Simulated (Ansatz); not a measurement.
# GaP: the cost of one run

Method: DFT, at the level named in each step, in Ansatz 0.2.0.

### Step 1. The starting structure

Symmetry: F-43m, No. 216, cubic system. Conventional cell: a = 5.451 Å, b = 5.451 Å, c = 5.451 Å, α = 90.00°, β = 90.00°, γ = 90.00°. Around Ga (site symmetry -43m) lie 4 P at 2.36 Å. P (site symmetry -43m) has 4 Ga at 2.36 Å in its first shell of neighbours.

Structure file:

```
Ga P
1.0
     0.00000    2.72525    2.72525
     2.72525    0.00000    2.72525
     2.72525    2.72525    0.00000
Ga P
1 1
Direct
  0.00000 0.00000 0.00000
  0.75000 0.75000 0.75000
```

The cell comes from a crystallographic database entry that wasn't checked; take it as a given geometry, which may be far from equilibrium.

Atoms are numbered in the order of the input: Ga1, P2.

### Step 2. No relativity, LAPW

input.yaml reads:

```yaml
crystal:
  lattice:
    - [0.0, 2.72525, 2.72525]
    - [2.72525, 0.0, 2.72525]
    - [2.72525, 2.72525, 0.0]
  atoms:
    - { symbol: Ga, position: [0.0, 0.0, 0.0] }
    - { symbol: P, position: [0.75, 0.75, 0.75] }
kpoints:
  mp_grid: { grid: [10, 10, 10] }
  band_path:
    path:
      - [0.0, 0.0, 0.0]
      - [-0.5, -0.5, 0.0]
      - [-0.375, -0.375, 0.25]
      - [-0.375, 0.0, 0.375]
      - [0.0, 0.0, 0.0]
      - [0.0, 0.0, 0.5]
      - [-0.5, -0.25, 0.25]
      - [-0.5, -0.5, 0.0]
    npoints: 5
scf:
  occupations: { method: fermi_dirac, width: 0.05 }
hamiltonian:
  xc: pbe
  pseudopotentials:
    kind: all_electron
    lapw: { basis_error: 0.0005 }
    relativity: none
output:
  forces: true
  stress: true
  eigenvalues: true
```

Started as:

```
$ ansatz run input.yaml --threads 1 --pin off --max-ram 2048MiB --backend cpu --events-out ev --progress --plain --runs-dir out
```

**Question.** How long does this run take on 1 thread of Arm Neoverse V2, shared host, and how much memory does it need?

About 19 s, with a peak of 0.3 GiB.
